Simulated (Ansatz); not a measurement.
**Si (fcc type): how the settings move a single-point run**

Question: which choices in the input matter for Si (fcc type)?

Computed with Ansatz 0.2.0 (reference: DFT, LDA, PAW with Ansatz's default frozen-core files, scalar-relativistic, unless a step's input says otherwise).

1 further run of the same task is left out (it didn't finish). Runs told in other sessions of the task aren't counted.

## (1) The starting structure

Symmetry: Fm-3m, No. 225, cubic system. Conventional cell: a = 3.550 Å, b = 3.550 Å, c = 3.550 Å, α = 90.00°, β = 90.00°, γ = 90.00°. Si (site symmetry m-3m) has 12 Si at 2.51 Å in its first shell of neighbours.

Structure file:

```cif
data_structure
_symmetry_space_group_name_H-M 'Fm-3m'
_symmetry_Int_Tables_number 225
_cell_length_a 3.5497
_cell_length_b 3.5497
_cell_length_c 3.5497
_cell_angle_alpha 90.000
_cell_angle_beta 90.000
_cell_angle_gamma 90.000
_cell_volume 44.73
loop_
_atom_site_label
_atom_site_type_symbol
_atom_site_symmetry_multiplicity
_atom_site_Wyckoff_symbol
_atom_site_fract_x
_atom_site_fract_y
_atom_site_fract_z
_atom_site_occupancy
Si1 Si 4 a 0.00000 0.00000 0.00000 1
```

## (2) Baseline

input.yaml

```yaml
crystal:
  lattice:
    - [0.0, 1.7748320761, 1.7748320761]
    - [1.7748320761, 0.0, 1.7748320761]
    - [1.7748320761, 1.7748320761, 0.0]
  atoms:
    - { symbol: Si, position: [0.0, 0.0, 0.0] }
kpoints:
  mp_grid: { grid: [18, 18, 18] }
scf:
  occupations: { method: fermi_dirac, width: 0.08 }
hamiltonian:
  xc: lda
  pseudopotentials: { kind: paw }
output:
  forces: true
  stress: true
  eigenvalues: true
  populations: true
```

Launch:

```
$ ansatz run input.yaml --threads 1 --pin off --max-ram 2048MiB --backend cpu --events-out ev --progress --plain --runs-dir out
```

## (3) Changed: eigensolver.kind davidson, xc rpbe, basis.precision f64

Edit input.yaml of step 2 so:

```diff
@@ -11,4 +11,5 @@
   occupations: { method: fermi_dirac, width: 0.08 }
+  eigensolver: { kind: davidson }
 hamiltonian:
-  xc: lda
+  xc: rpbe
   pseudopotentials: { kind: paw }
@@ -19 +20,3 @@
   populations: true
+basis:
+  precision: f64
```

**Question.** What will these runs give? Wanted: for each run, ending; energy change; pressure; gap; force.

**Answer**, as computed:

```csv
run,ending,energy change,pressure (GPa),gap (eV),force (eV/Å),cycles,time
reference,converged,-,31.1,0.00,0.00,6,1 s
"1: eigensolver.kind davidson, xc rpbe, basis.precision f64",converged,not comparable,39.3,0.00,0.00,6,0.82 s
```

Residual by cycle in the longest SCF loop of each run; runs are numbered as in the table. The quantity is the density residual dr2, in eV.

```csv
cycle,reference,run 1
1,8.3e-4,0.00663
2,1.8e-4,0.00136
3,2.3e-7,1.1e-6
4,5.0e-9,4.0e-8
5,5.0e-11,6.0e-10
6,2.2e-12,2.3e-11
```

Total energies don't compare across a change of functional; the pressure goes from 31.1 to 39.3 GPa. At this fixed cell a higher pressure means that this functional prefers a larger volume than the reference. The structure is not at rest: the sound run finds 31 GPa, so these are no properties of the relaxed crystal. 
